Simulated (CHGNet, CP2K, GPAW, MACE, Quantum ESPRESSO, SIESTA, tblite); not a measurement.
# Twisted Ti2CO2 MXene bilayer, 21.79° (70 atoms): atom by atom

Calculated values (SIESTA 5.4.2, Kohn-Sham DFT, PBE, PseudoDojo 0.4.1 norm-conserving pseudopotentials (converted to PSML), numerical atomic orbitals (DZP), diagonalisation; shift 0.01 Ry; mesh 500 Ry; levels smeared at 580 K; Γ point) for the built cell with every atom moved at random.

Extended XYZ; positions in Å, forces in eV/Å, q the Hirshfeld charge in e:

```xyz
70
Lattice="8.017 0.000 0.000 -4.008 6.943 0.000 0.000 0.000 23.630" Properties=species:S:1:pos:R:3:charge:R:1:forces:R:3 pbc="T T T"
C 0.052 0.039 8.209 -0.31 -0.585 -0.966 1.025
Ti 0.588 1.663 9.563 0.38 -0.705 -0.442 -1.136
Ti 1.643 0.308 6.857 0.38 0.012 0.023 -0.221
O 1.676 0.305 10.428 -0.22 0.755 0.492 0.740
O 0.572 1.648 6.079 -0.24 0.195 0.482 -0.595
C -0.550 3.064 8.167 -0.30 0.398 -1.209 0.834
Ti 0.015 4.614 9.453 0.35 -1.466 0.834 0.103
Ti 1.298 3.353 6.895 0.40 -2.821 -1.460 0.041
O 1.105 3.344 10.426 -0.21 1.157 -0.517 0.524
O 0.051 4.554 6.009 -0.23 0.244 0.817 -0.606
C -1.106 5.986 8.188 -0.30 0.689 0.008 -0.144
Ti 3.373 0.651 9.598 0.38 -0.013 -1.377 -0.763
Ti 0.627 6.334 6.886 0.40 -3.142 -1.012 0.326
O 0.559 6.216 10.517 -0.24 0.455 0.856 -1.022
O 3.397 0.794 5.972 -0.23 1.194 -0.688 0.412
C 2.308 1.918 8.145 -0.30 0.956 1.362 2.263
Ti 2.817 3.608 9.558 0.39 0.013 -0.814 -0.306
Ti 4.096 2.365 6.929 0.37 -0.833 -1.643 0.093
O 4.107 2.299 10.386 -0.23 -0.999 0.315 0.595
O 2.992 3.631 6.063 -0.20 -0.069 0.412 -1.203
C 1.728 4.933 8.197 -0.33 1.113 0.624 0.238
Ti 2.301 6.656 9.496 0.37 -0.889 -0.381 0.750
Ti 3.407 5.215 7.034 0.37 1.121 1.780 0.169
O 3.399 5.290 10.454 -0.22 0.059 -0.122 0.533
O 2.237 6.570 6.015 -0.21 1.283 0.071 -0.623
C 5.228 1.002 8.253 -0.32 -0.162 -0.281 -0.420
Ti 5.818 2.585 9.512 0.37 -0.339 1.091 0.442
Ti 6.728 1.256 6.960 0.36 2.072 1.075 -0.813
O 6.873 1.294 10.537 -0.21 0.525 -0.075 -0.639
O 5.786 2.561 5.902 -0.22 -0.337 0.625 0.941
C 4.749 3.973 8.380 -0.32 -1.732 -0.159 -2.450
Ti -2.963 5.529 9.605 0.38 1.141 0.066 -0.378
Ti -1.685 4.317 6.894 0.39 0.801 0.302 0.322
O -1.620 4.299 10.437 -0.23 -0.512 0.075 0.354
O -2.931 5.612 5.991 -0.23 0.432 -0.180 0.095
C -1.742 4.904 15.450 -0.31 0.958 0.746 -1.115
Ti -0.597 6.456 16.722 0.37 -1.357 -1.161 0.522
Ti 0.089 4.694 14.113 0.38 -0.322 -0.531 1.395
O -0.001 4.533 17.593 -0.23 0.388 0.879 0.044
O -0.543 6.320 13.269 -0.20 -0.258 -0.766 -2.550
C -3.996 6.925 15.436 -0.29 0.086 0.658 -0.009
Ti 1.097 1.460 16.766 0.38 0.738 -1.744 -0.810
Ti -2.224 6.534 14.067 0.39 -2.451 1.361 1.567
O -2.230 6.637 17.692 -0.23 0.325 0.054 -0.690
O 1.190 1.285 13.113 -0.23 -0.130 0.520 1.315
C 0.615 2.946 15.454 -0.32 -0.031 0.490 -1.023
Ti 1.683 4.349 16.763 0.39 0.119 0.355 0.301
Ti 2.229 2.626 14.149 0.37 0.212 -0.379 -0.582
O 2.254 2.660 17.610 -0.23 0.427 0.485 0.856
O 1.723 4.334 13.223 -0.22 0.352 -0.895 -1.162
C 1.191 5.997 15.276 -0.32 -0.257 -0.158 2.433
Ti 6.279 0.403 16.774 0.40 1.204 -1.440 -1.538
Ti 2.946 5.554 14.053 0.39 -0.754 1.251 1.371
O 2.969 5.579 17.665 -0.23 -1.437 0.485 0.181
O 6.357 0.375 13.286 -0.23 -0.165 0.305 -0.597
C 2.876 1.002 15.438 -0.32 0.240 -0.249 -0.238
Ti 4.033 2.346 16.632 0.37 -1.164 0.743 0.449
Ti 4.526 0.593 14.105 0.38 1.480 1.781 0.595
O 4.643 0.670 17.635 -0.22 -0.670 -0.231 0.924
O 4.003 2.350 13.242 -0.24 0.135 0.035 -0.127
C 3.403 4.039 15.459 -0.31 0.567 -1.266 -0.677
Ti 4.597 5.226 16.737 0.38 -0.168 1.927 -0.326
Ti 5.192 3.630 14.128 0.38 -0.364 -0.034 0.017
O 5.187 3.675 17.603 -0.22 -0.129 -0.948 1.231
O 4.591 5.303 13.205 -0.21 0.886 -0.396 -1.044
C 5.620 2.043 15.484 -0.32 2.055 -0.604 -1.072
Ti -1.192 3.231 16.690 0.37 -0.089 2.866 -0.113
Ti -0.628 1.764 14.138 0.38 0.855 -1.953 -0.738
O -0.548 1.740 17.613 -0.21 -0.593 -1.298 1.718
O -1.074 3.392 13.191 -0.22 -0.712 -0.885 0.019
```

The functional has no dispersion term, which matters for the binding between molecules or layers. The main run has no spin polarisation, so any moments at edges, vacancies or dangling bonds can't form in it. Only the Γ point is sampled, in a cell whose shortest periodic width is 7 Å.

The r.m.s. force component is 0.960 eV/Å; the longest force, 3.32 eV/Å, acts on Ti13.

[Logs are printed without paths, hosts, clocks, repeated set-up lines and the standing remarks that a program may print on its own settings, such as how far it seeks lower states.]

[Hosts, paths, dates, database ids (printed as entryN), source tags and the programs' standing remarks are cut or masked in the printed files.]
